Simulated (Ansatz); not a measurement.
The system is MnS.

```
Mn S
1.0
     0.00000    2.47346    2.47346
     2.47346    0.00000    2.47346
     2.47346    2.47346    0.00000
Mn S
1 1
Direct
  0.00000 0.00000 0.00000
  0.75000 0.75000 0.75000
```

The cell is a database's computed one.

Base run:

- Program: Ansatz 0.2.0
- Functional: r2SCAN
- Potentials or basis: Ansatz PAW
- Cutoff: 500 eV (not typed: the program's choice for these potentials)
- k mesh: 9 × 9 × 9
- Occupations: fermi-dirac, width 0.05 eV
- Spin: collinear spin, ferromagnetic start
- Starting moments: [4.0, 0.0] μB
- Hubbard terms: Mn d U = 5 eV

Its results: band gap on the k mesh none (metal or under the smearing width); pressure 68.2 GPa; net moment 4.92 μB per cell; site moments Mn +4.01; S +0.10 μB.

**Question.** The run is repeated on the same cell with these changes: hubbard terms from Mn d U = 5 eV to Mn d U = 8 eV. What comes out?

**Answer.** Band gap on the k mesh 0.40 eV, indirect (least direct gap 2.53 eV); pressure 75.3 GPa; net moment 5.00 μB per cell; site moments Mn +4.11; S +0.07 μB.

Caveats: the magnetic or orbital state may not be the lowest; a pressure of tens of GPa on the cell as given is suspect, and the run, the potentials or the cell itself is likely at fault; a cell with one magnetic atom can't hold antiferromagnetic order, which such compounds often take; the PAW data sets come from PBE, with cores solved anew for the run's functional, which leaves a small shift of forces and pressure; the k mesh misses the band edges, so the gap on the mesh is wider than the one along the path (some runs).
